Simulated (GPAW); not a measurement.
Runs of GPAW 26.7.0 on BaTiO3. Symmetry: R3m, No. 160, trigonal system. Conventional cell: a = 5.655 Å, b = 5.655 Å, c = 6.955 Å, α = 90.00°, β = 90.00°, γ = 120.00°. Ba (site symmetry 3m) has 12 O at 2.79 to 2.89 Å as nearest neighbours. Ti (site symmetry 3m) is surrounded by 6 O at 1.87 to 2.14 Å. O (site symmetry m) has 2 Ti at 1.87 to 2.14 Å as nearest neighbours. 

```csv
task,level,potentials or basis,U,cell,k mesh,ranks,band path,band points,gap on the mesh (eV),pressure (GPa),largest force (eV/Å)
single point,PBEsol,"PAW data sets generated in the run's folder for this functional, pw",-,"atoms moved at random, drawn with an rms of 0.05 Å",7 × 7 × 7,4,-,-,2.55,0.6,0.60
band structure,PBEsol,"PAW data sets generated in the run's folder for this functional, pw",-,as given,5 × 5 × 5,-,"GLB1,BZGX,QFP1Z,LP",60,2.49,0.3,0.19
band structure,PBEsol+U,"PAW data sets generated in the run's folder for this functional, pw",Ti d U = 3 eV,as given,5 × 5 × 5,-,"GLB1,BZGX,QFP1Z,LP",60,2.84,1.9,0.84
band structure,PBEsol+U,"PAW data sets generated in the run's folder for this functional, pw",Ti d U = 6 eV,as given,5 × 5 × 5,-,"GLB1,BZGX,QFP1Z,LP",60,3.27,3.6,(c)
band structure,PBEsol+U,"PAW data sets generated in the run's folder for this functional, pw",Ti d U = 2 eV,as given,5 × 5 × 5,-,"GLB1,BZGX,QFP1Z,LP",60,2.72,1.3,0.62
band structure,PBEsol+U,"PAW data sets generated in the run's folder for this functional, pw",Ti d U = 4 eV,as given,5 × 5 × 5,-,"GLB1,BZGX,QFP1Z,LP",60,2.98,2.4,1.07
band structure,PBEsol+U,"PAW data sets generated in the run's folder for this functional, pw",Ti d U = 8 eV,as given,5 × 5 × 5,-,"GLB1,BZGX,QFP1Z,LP",60,3.58,(d),1.99
band structure,PBEsol+U,"PAW data sets generated in the run's folder for this functional, pw",Ti d U = 1 eV,as given,5 × 5 × 5,-,"GLB1,BZGX,QFP1Z,LP",60,(b),0.8,0.41
single point,TB-mBJ,"GPAW PAW data sets for LDA (gpaw-data 1.2.1), pw",-,as given,6 × 6 × 6,-,-,-,(a),-,-
```

Alike in all rows: no spin polarisation; cutoff (eV) 800; smearing fermi-dirac 0.05 eV.

Problem. Estimate the missing entries.

Solution. (a) 3.15; (b) 2.60; (c) 1.52; (d) 4.9.

Caveats: spin-orbit coupling is left out, which moves the levels of the heavy elements; the mesh misses the band edges, which the band path finds closer together (some runs); forces of over 1 eV/Å show positions far from the minimum, so gaps and moduli don't describe the material at rest (some runs); an odd mesh through Γ misses points on the zone boundary, where band edges often lie (some runs); a model potential gives levels but no total energy (some runs); the PAW data sets were made with another functional, which shifts forces and pressure a little (some runs).

A k mesh can miss the band edges, and the runs leave out spin-orbit coupling on Ba.
